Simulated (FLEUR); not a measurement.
# Pd (Fm-3m) in FLEUR: further runs

Runs on Pd. Level: LDA exchange alone (X-alpha). Tasks: band structure, equation of state.

All numbers are computed with FLEUR MaX-R8.1 (later development tree); they aren't measurements. Logs are shortened: lines on timing, memory, paths and dates and some standing lists are left out, and cuts for length are marked.

### Step 1. The structure

The structure is cubic, space group Fm-3m (No. 225). Conventional cell: a = 3.893 Å, b = 3.893 Å, c = 3.893 Å, α = 90.00°, β = 90.00°, γ = 90.00°. Pd (site symmetry m-3m) is surrounded by 12 Pd at 2.75 Å.

### Step 2. Band structure, LDA exchange alone (X-alpha)

inp.xml reads:

```xml
<?xml version="1.0" encoding="UTF-8" standalone="no"?>
<fleurInput fleurInputVersion="0.39">
   <comment>
      Pd                                                                                                  
   </comment>
   <calculationSetup>
      <cutoffs Kmax="4.1" Gmax="12.7" GmaxXC="12.7" numbands="0"/>
      <scfLoop itmax="60" minDistance="0.00001" maxIterBroyd="15" imix="Anderson" alpha="0.05" precondParam="0.0" spinf="2.0" sdNocoIR="T"/>
      <coreElectrons ctail="T" frcor="F" kcrel="0" coretail_lmax="0"/>
      <xcFunctional name="x-a" relativisticCorrections="F"/>
      <magnetism jspins="1"/>
      <soc l_soc="F" theta="0.0" phi="0.0" spav="F"/>
      <expertModes spex="0" secvar="F"/>
      <geometryOptimization l_f="F" forcealpha="1.0" forcemix="BFGS" epsdisp="0.00001" epsforce="0.00001"/>
      <ldaU l_linMix="F" mixParam="0.05" spinf="1.0"/>
   </calculationSetup>
   <cell>
      <bzIntegration valenceElectrons="18.0" mode="hist" fermiSmearingEnergy="0.00183747">
         <kPointListSelection listName="default-1"/>
         <!-- k-points included here -->
         <xi:include xmlns:xi="http://www.w3.org/2001/XInclude" href="kpts.xml"> </xi:include>
      </bzIntegration>
      <!-- symmetry operations included here -->
      <xi:include xmlns:xi="http://www.w3.org/2001/XInclude" href="sym.xml"> </xi:include>
      <bulkLattice scale="1.0">
         <bravaisMatrix>
            <row-1>    0.0000000000000000     3.6783519015338997     3.6783519015338997</row-1>
            <row-2>    3.6783519015338997     0.0000000000000000     3.6783519015338997</row-2>
            <row-3>    3.6783519015338997     3.6783519015338997     0.0000000000000000</row-3>
         </bravaisMatrix>
      </bulkLattice>
   </cell>
   <atomSpecies>
      <species name="Palladium (Pd)" element="Pd" atomicNumber="46">
         <mtSphere radius="2.41" gridPoints="797" logIncrement="0.016"/>
         <atomicCutoffs lmax="10" lnonsphr="8"/>
         <electronConfig flipSpins="F">
            <coreConfig>(1s1/2) (2s1/2) (2p1/2) (2p3/2) (3s1/2) (3p1/2) (3p3/2) (3d3/2) (3d5/2)</coreConfig>
            <valenceConfig>(4s1/2) (4p1/2) (4p3/2) (5s1/2) (4d3/2) (4d5/2)</valenceConfig>
            <stateOccupation state="(5s1/2)" spinUp="0.500000" spinDown="0.500000"/>
            <stateOccupation state="(4d3/2)" spinUp="1.800000" spinDown="1.800000"/>
            <stateOccupation state="(4d5/2)" spinUp="2.700000" spinDown="2.700000"/>
         </electronConfig>
         <energyParameters s="5" p="5" d="4" f="4"/>
         <lo type="SCLO" l="0" n="4" eDeriv="0"/>
         <lo type="SCLO" l="1" n="4" eDeriv="0"/>
         <lo type="SCLO" l="1" n="4" eDeriv="1"/>
         <lo type="SCLO" l="2" n="4" eDeriv="2"/>
         <lo type="SCLO" l="3" n="4" eDeriv="2"/>
      </species>
   </atomSpecies>
   <atomGroups>
      <atomGroup species="Palladium (Pd)">
         <relPos label="                   1">.0000000000 .0000000000 .0000000000</relPos>
         <force calculate="T" relaxXYZ="TTT"/>
      </atomGroup>
   </atomGroups>
   <output dos="F" band="F" slice="F">
      <checks vchk="F" cdinf="F"/>
      <bandDOS minEnergy="-.5*Htr" maxEnergy="0.5*Htr" sigma="0.015" storeEVData="T"/>
      <vacuumDOS vacdos="F" integ="F" star="F" nstars="0" locx1="0.0" locy1="0.0" locx2="0.0" locy2="0.0" nstm="0" tworkf="0.0"/>
      <unfoldingBand unfoldBand="F" supercellX="1" supercellY="1" supercellZ="1"/>
      <plotting iplot="0" polar="F">
         <plot TwoD="T" vec1="  1.0  0.0  0.0" vec2="  0.0  1.0  0.0" vec3="  0.0  0.0  1.0" zero="  0.0  0.0  0.0" file="plot"/>
      </plotting>
      <chargeDensitySlicing numkpt="0" minEigenval="0.0" maxEigenval="0.0" nnne="0" pallst="F"/>
      <specialOutput eonly="F"/>
      <moessbauerParams electricFieldGradient="T" isomerShift="T" coreHyperfine="T" valenceHyperfine="T"/>
      <magneticCircularDichroism mcd="F" energyLo="-10.0" energyUp="0.0"/>
   </output>
  <!-- We include the file relax.xml here to enable relaxations (see documentation) -->
  <xi:include xmlns:xi="http://www.w3.org/2001/XInclude" href="relax.xml"> <xi:fallback/> </xi:include>
</fleurInput>
```

crystal.txt reads:

```
Pd
&input cartesian=F /
0.0000000000  1.9465000000  1.9465000000
1.9465000000  0.0000000000  1.9465000000
1.9465000000  1.9465000000  0.0000000000
1.8897261246
1.0 1.0 1.0

1
46 0.0000000000  0.0000000000  0.0000000000

&kpt div1=12 div2=12 div3=12 gamma=T /
```

inp.xml (bands) reads:

```
<?xml version="1.0" encoding="UTF-8" standalone="no"?>
<fleurInput fleurInputVersion="0.39">
   <comment>
      Pd                                                                                                  
   </comment>
   <calculationSetup>
      <cutoffs Kmax="4.1" Gmax="12.7" GmaxXC="12.7" numbands="0"/>
      <scfLoop itmax="60" minDistance="0.00001" maxIterBroyd="15" imix="Anderson" alpha="0.05" precondParam="0.0" spinf="2.0" sdNocoIR="T"/>
      <coreElectrons ctail="T" frcor="F" kcrel="0" coretail_lmax="0"/>
      <xcFunctional name="x-a" relativisticCorrections="F"/>
      <magnetism jspins="1"/>
      <soc l_soc="F" theta="0.0" phi="0.0" spav="F"/>
      <expertModes spex="0" secvar="F"/>
      <geometryOptimization l_f="F" forcealpha="1.0" forcemix="BFGS" epsdisp="0.00001" epsforce="0.00001"/>
      <ldaU l_linMix="F" mixParam="0.05" spinf="1.0"/>
   </calculationSetup>
   <cell>
      <bzIntegration valenceElectrons="18.0" mode="hist" fermiSmearingEnergy="0.00183747">
         <kPointListSelection listName="path-1"/>
         <!-- k-points included here -->
         <xi:include xmlns:xi="http://www.w3.org/2001/XInclude" href="kpts.xml"> </xi:include>
      </bzIntegration>
      <!-- symmetry operations included here -->
      <xi:include xmlns:xi="http://www.w3.org/2001/XInclude" href="sym.xml"> </xi:include>
      <bulkLattice scale="1.0">
         <bravaisMatrix>
            <row-1>    0.0000000000000000     3.6783519015338997     3.6783519015338997</row-1>
            <row-2>    3.6783519015338997     0.0000000000000000     3.6783519015338997</row-2>
            <row-3>    3.6783519015338997     3.6783519015338997     0.0000000000000000</row-3>
         </bravaisMatrix>
      </bulkLattice>
   </cell>
   <atomSpecies>
      <species name="Palladium (Pd)" element="Pd" atomicNumber="46">
         <mtSphere radius="2.41" gridPoints="797" logIncrement="0.016"/>
         <atomicCutoffs lmax="10" lnonsphr="8"/>
         <electronConfig flipSpins="F">
            <coreConfig>(1s1/2) (2s1/2) (2p1/2) (2p3/2) (3s1/2) (3p1/2) (3p3/2) (3d3/2) (3d5/2)</coreConfig>
            <valenceConfig>(4s1/2) (4p1/2) (4p3/2) (5s1/2) (4d3/2) (4d5/2)</valenceConfig>
            <stateOccupation state="(5s1/2)" spinUp="0.500000" spinDown="0.500000"/>
            <stateOccupation state="(4d3/2)" spinUp="1.800000" spinDown="1.800000"/>
            <stateOccupation state="(4d5/2)" spinUp="2.700000" spinDown="2.700000"/>
         </electronConfig>
         <energyParameters s="5" p="5" d="4" f="4"/>
         <lo type="SCLO" l="0" n="4" eDeriv="0"/>
         <lo type="SCLO" l="1" n="4" eDeriv="0"/>
         <lo type="SCLO" l="1" n="4" eDeriv="1"/>
         <lo type="SCLO" l="2" n="4" eDeriv="2"/>
         <lo type="SCLO" l="3" n="4" eDeriv="2"/>
      </species>
   </atomSpecies>
   <atomGroups>
      <atomGroup species="Palladium (Pd)">
         <relPos label="                   1">.0000000000 .0000000000 .0000000000</relPos>
         <force calculate="T" relaxXYZ="TTT"/>
      </atomGroup>
   </atomGroups>
   <output dos="F" band="T" slice="F">
      <checks vchk="F" cdinf="F"/>
      <bandDOS minEnergy="-.5*Htr" maxEnergy="0.5*Htr" sigma="0.015" storeEVData="T"/>
      <vacuumDOS vacdos="F" integ="F" star="F" nstars="0" locx1="0.0" locy1="0.0" locx2="0.0" locy2="0.0" nstm="0" tworkf="0.0"/>
      <unfoldingBand unfoldBand="F" supercellX="1" supercellY="1" supercellZ="1"/>
      <plotting iplot="0" polar="F">
         <plot TwoD="T" vec1="  1.0  0.0  0.0" vec2="  0.0  1.0  0.0" vec3="  0.0  0.0  1.0" zero="  0.0  0.0  0.0" file="plot"/>
      </plotting>
      <chargeDensitySlicing numkpt="0" minEigenval="0.0" maxEigenval="0.0" nnne="0" pallst="F"/>
      <specialOutput eonly="F"/>
      <moessbauerParams electricFieldGradient="T" isomerShift="T" coreHyperfine="T" valenceHyperfine="T"/>
      <magneticCircularDichroism mcd="F" energyLo="-10.0" energyUp="0.0"/>
   </output>
  <!-- We include the file relax.xml here to enable relaxations (see documentation) -->
  <xi:include xmlns:xi="http://www.w3.org/2001/XInclude" href="relax.xml"> <xi:fallback/> </xi:include>
</fleurInput>
```

Potentials or basis: all-electron, FLAPW.

Run with:

```bash
> inpgen -f crystal.txt -profile fastHighL
> # inp.xml edited to the form shown
> fleur_MPI
> fleur_MPI   # second run, on inp.xml (bands)
```

Log:

```text
Welcome to FLEUR        (www.flapw.de)
      MaX-Release 8.1          (www.max-centre.eu)

 ========== k-point set info ==========
 Selected k-point list: default-1
 k-point list type: mesh
 12 x 12 x 12
 Number of k points: 72

 ------------Calculation Setup---------------------------
 Number of MPI-tasks      :            1
 Number of PE/node        :            1
 Number of OMP-threads    :            1
 Most efficient MPI parallelization for:
           1           2           3           4           6           8           9          12          18          24          36          72
 Additional eigenvalue parallelization possible
 Number of basis functions:          160
 Approximate size of matrices (H+S) per k-point:         0.000 GB
 --------------------------------------------------------
 Iteration:     1   Distance:      14.71684460 me/bohr^3
 Iteration:     2   Distance:      12.64408782 me/bohr^3
 Iteration:     3   Distance:       4.62116366 me/bohr^3
 Iteration:     4   Distance:       1.37878582 me/bohr^3
 Iteration:     5   Distance:       0.85200457 me/bohr^3
 Iteration:     6   Distance:       0.08930957 me/bohr^3
 Iteration:     7   Distance:       0.07307550 me/bohr^3
 Iteration:     8   Distance:       0.00362475 me/bohr^3
 Iteration:     9   Distance:       0.00494595 me/bohr^3
 Iteration:    10   Distance:       0.00059865 me/bohr^3
 Iteration:    11   Distance:       0.00014129 me/bohr^3
 Iteration:    12   Distance:       0.00004175 me/bohr^3
 Iteration:    13   Distance:       0.00000105 me/bohr^3

 ********************************************************************
 Run finished successfully
 Stop message:
   all done
 ********************************************************************
```

output (bands):

```text
Welcome to FLEUR        (www.flapw.de)
      MaX-Release 8.1          (www.max-centre.eu)

 ========== k-point set info ==========
 Selected k-point list: path-1
 k-point list type: path
 Number of k points: 60

 ------------Calculation Setup---------------------------
 Number of MPI-tasks      :            1
 Number of PE/node        :            1
 Number of OMP-threads    :            1
 Most efficient MPI parallelization for:
           1           2           3           4           5           6          10          12          15          20          30          60
 Additional eigenvalue parallelization possible
 Number of basis functions:          160
 Approximate size of matrices (H+S) per k-point:         0.000 GB
 --------------------------------------------------------
 Fermi energy correction for metals:
 Fermi energy in bands.* files may not be consistent with last density.
 Please correct it manually (e.g. in band.gnu file).

 Note: Band structure data (together with different weights) is also stored in the banddos.hdf file.
       A convenient way of extracting and plotting the data from that file is by making use of the

 ********************************************************************
 Run finished successfully
 Stop message:
   Charge density postprocessing done.
 ********************************************************************
```

out.xml (last iteration):

```text
<iteration numberForCurrentRun="   13" overallNumber="   13">
         <energyParameters units="Htr">
            <atomicEP atomType="1" spin="1" branch="5s" branchLowest="-2.61" branchHighest="2.01" value="0.3443299902"/>
            <atomicEP atomType="1" spin="1" branch="5p" branchLowest="-1.33" branchHighest="2.71" value="0.4796144389"/>
            <atomicEP atomType="1" spin="1" branch="4d" branchLowest="-11.45" branchHighest="0.58" value="0.3715691640"/>
            <atomicEP atomType="1" spin="1" branch="4f" branchLowest="-9.99" branchHighest="2.54" value="0.7764040179"/>
            <loAtomicEP atomType="1" spin="1" branch="4s" branchLowest="-22.80" branchHighest="-2.61" value="-2.6203079249"/>
            <loAtomicEP atomType="1" spin="1" branch="4p" branchLowest="-18.42" branchHighest="-1.33" value="-1.3681383416"/>
            <loAtomicEP atomType="1" spin="1" branch="4p" branchLowest="-18.42" branchHighest="-1.33" value="-1.3681383416"/>
            <loAtomicEP atomType="1" spin="1" branch="4d" branchLowest="-11.45" branchHighest="0.58" value="0.3664040873"/>
            <loAtomicEP atomType="1" spin="1" branch="4f" branchLowest="-9.99" branchHighest="2.54" value="0.7764060126"/>
         </energyParameters>
         <eigenvalues>
            <eigenvaluesAt spin="1" ikpt="1" k_x="0.00000000" k_y="0.00000000" k_z="0.00000000">
                      -2.6223369186       -1.3570416972       -1.3570416972       -1.3570416972        0.1878084788
                       0.3545592131        0.3545592131        0.3545592131        0.4159364866        0.4159364866
                       1.0784657516        1.2497088410        1.2497088410        1.2497088410        1.4585320968
            </eigenvaluesAt>
            <eigenvaluesAt spin="1" ikpt="2" k_x="0.00000000" k_y="0.00000000" k_z="0.08333333">
                      -2.6222010781       -1.3580991476       -1.3571913581       -1.3571913581        0.1970490984
                       0.3512661642        0.3577366381        0.3577366381        0.4144476108        0.4144476108
                       1.0880860143        1.1983362886        1.2605878809        1.2605878809        1.4807229023
            </eigenvaluesAt>
            <eigenvaluesAt spin="1" ikpt="3" k_x="0.00000000" k_y="0.00000000" k_z="0.16666667">
                      -2.6218293257       -1.3609720556       -1.3576012592       -1.3576012592        0.2221993851
                       0.3453511088        0.3641972445        0.3641972445        0.4133749324        0.4133749324
                       1.0845068893        1.1267677095        1.2892646220        1.2892646220        1.4154737612
            </eigenvaluesAt>
            <eigenvaluesAt spin="1" ikpt="4" k_x="0.00000000" k_y="0.00000000" k_z="0.25000000">
[... 24 lines left out ...]
            <state n="3" l="2" j="2.5" energy="-11.3713656174" weight="3.0000000000"/>
         </coreStates>
         <allElectronCharges>
            <spinDependentCharge spin="1" total="46.0000000" interstitial="1.4202613" mtSpheres="44.5797387"/>
            <totalCharge value="45.9999999987"/>
         </allElectronCharges>
         <moessbauerParams unitsHFF="kG" unitsIS="e/bohr^3" unitsEFG="Htr/bohr^2">
            <coreIsomerShift atomType="1" isTotal="133742.40020">
               <shell n="1" l="0" isomerShift="117582.44748"/>
               <shell n="2" l="0" isomerShift="13348.17228"/>
               <shell n="2" l="1" isomerShift="265.99467"/>
               <shell n="3" l="0" isomerShift="2492.64206"/>
               <shell n="3" l="1" isomerShift="53.14370"/>
               <shell n="3" l="2" isomerShift="0.00001"/>
            </coreIsomerShift>
            <isomerShift atomType="1" nucleusRadius="0.0001119" averageDensity="134231.37562"/>
            <electricFieldGradient atomType="1" VXX="0.00000" VYY="0.00000" VZZ="0.00000" asymParam="0.00000">
            </electricFieldGradient>
         </moessbauerParams>
         <totalEnergy                                    value="    -5037.9762952696" units="Htr">
            <sumOfEigenvalues                            value="    -3004.4846522160">
               <coreElectrons value="-2994.6865964047"/>
               <valenceElectrons value="-9.7980558113"/>
            </sumOfEigenvalues>
            <densityCoulombPotentialIntegral value="-8088.0057655741"/>
            <densityEffectivePotentialIntegral value="-8268.0042179542"/>
            <chargeDenXCDenIntegral value="-134.9988392882"/>
            <FockExchangeEnergyValence value="0.0000000000"/>
            <FockExchangeEnergyCore value="0.0000000000"/>
            <atomTypeDependentContributions atomType="1">
               <electronNucleiInteractionDifferentMTs value="6099.2101846513"/>
               <MadelungTerm value="-23.2839542813"/>
            </atomTypeDependentContributions>
            <tkbTimesEntropy value="0.0007014527"/>
            <freeEnergy value="-5037.9769967223"/>
            <extrapolationTo0K value="-5037.9766459960"/>
         </totalEnergy>
         <densityConvergence units="me/bohr^3">
            <chargeDensity spin="1" distance="0.0000010546"/>
         </densityConvergence>
      </iteration>
```

Wall time 9.3 s (1 thread of Intel Xeon Platinum 8488C (Sapphire Rapids), shared host); peak memory 0.05 GiB.

What came out:

```
Free energy                                           : -137090.3380 eV
Band gap along the path                               : none (metal or under the smearing width)
Valence electrons inside the program's atomic spheres : Pd 16.58 (radii Pd 2.41 bohr)
```

Levels at the corners of the path, in eV from the Fermi level:
```tsv
point	band 6	band 7	band 8	band 9	band 10	band 11	band 12	band 13
Γ	-2.89	-2.89	-2.89	-1.22	-1.22	16.81	21.47	21.47
X	-5.20	-0.01	0.32	0.32	3.09	10.61	12.88	12.88
W	-3.46	-3.46	-1.33	0.32	8.71	8.71	10.10	11.50
K	-4.24	-2.04	-0.95	-0.15	6.94	7.86	10.66	15.61
Γ	-2.89	-2.89	-2.89	-1.22	-1.22	16.81	21.47	21.47
L	-2.93	-2.93	0.00	0.00	0.77	7.16	16.21	20.62
U	-4.24	-2.04	-0.95	-0.15	6.94	7.86	10.66	15.61
W	-3.46	-3.46	-1.33	0.32	8.71	8.71	10.10	11.50
L	-2.93	-2.93	0.00	0.00	0.77	7.16	16.21	20.62
K	-4.24	-2.04	-0.95	-0.15	6.94	7.86	10.66	15.61
U	-4.24	-2.04	-0.95	-0.15	6.94	7.86	10.66	15.61
X	-5.20	-0.01	0.32	0.32	3.09	10.61	12.88	12.88
```

Core levels (eV from the Fermi level):
```tsv
atom	levels
1 Pd	1s1/2 -24119.7, 2s1/2 -3520.2, 2p1/2 -3267.1, 2p3/2 -3107.9, 3s1/2 -633.0, 3p1/2 -533.0, 3p3/2 -505.2, 3d3/2 -327.5, 3d5/2 -322.0
```

(Continued in part 2 of 2.)
